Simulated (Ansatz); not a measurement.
# CoO: the cost of one run

Program: Ansatz 0.2.0. Level of theory: DFT PBE, scalar-relativistic, plane waves, PAW. These are calculated values, not measurements.

## 1. The starting structure

The structure is cubic, space group Fm-3m (No. 225). The conventional cell has a = 4.249 Å, b = 4.249 Å, c = 4.249 Å, α = 90.00°, β = 90.00°, γ = 90.00°. Co (site symmetry m-3m) has 6 O at 2.12 Å as nearest neighbours. O (site symmetry m-3m) has 6 Co at 2.12 Å as nearest neighbours.

As a file:

```cif
data_structure
_symmetry_space_group_name_H-M 'P 1'
_symmetry_Int_Tables_number 1
_cell_length_a 3.0045
_cell_length_b 3.0045
_cell_length_c 3.0045
_cell_angle_alpha 60.000
_cell_angle_beta 60.000
_cell_angle_gamma 60.000
_cell_volume 19.18
loop_
_atom_site_label
_atom_site_type_symbol
_atom_site_fract_x
_atom_site_fract_y
_atom_site_fract_z
_atom_site_occupancy
Co1 Co 0.00000 0.00000 0.00000 1
O1 O 0.50000 0.50000 0.50000 1
```

An earlier run at PBE left this cell at 9.589 Å³/atom and 0.00 GPa (14×14×14 mesh).

## 2. Ferromagnetic, larger cell

The input, input.yaml:

```yaml
crystal:
  lattice:
    - [0.0, 2.1245315514, -2.1245315514]
    - [0.0, 2.1245315514, 2.1245315514]
    - [4.2490631028, 0.0, 0.0]
  atoms:
    - { symbol: Co, position: [0.0, 0.0, 0.0], spin: 3.0 }
    - { symbol: O, position: [0.0, 1.0, 0.5] }
    - { symbol: Co, position: [0.5, 0.5, 0.5], spin: 3.0 }
    - { symbol: O, position: [0.5, 1.5, 1.0] }
basis:
  ecutwfc: 420
  ecutrho_ratio: 4
kpoints:
  mp_grid: { grid: [10, 10, 6] }
hamiltonian:
  xc: pbe
scf:
  occupations: { method: gaussian, width: 0.05 }
  lower_state_search: "off"
output:
  forces: true
  stress: true
  eigenvalues: true
  populations: true
magnetization:
  spin_polarized: true
```

Launch:

```console
$ ansatz run input.yaml --threads 2 --pin off --max-ram 5120MiB --backend cpu --events-out ev --progress --plain --runs-dir out
```

Q: Estimate wall time and peak memory on 2 threads of Intel Xeon at 2.50GHz (Skylake/Cascade Lake), shared host.

About 18 s, with a peak of 0.45 GiB.
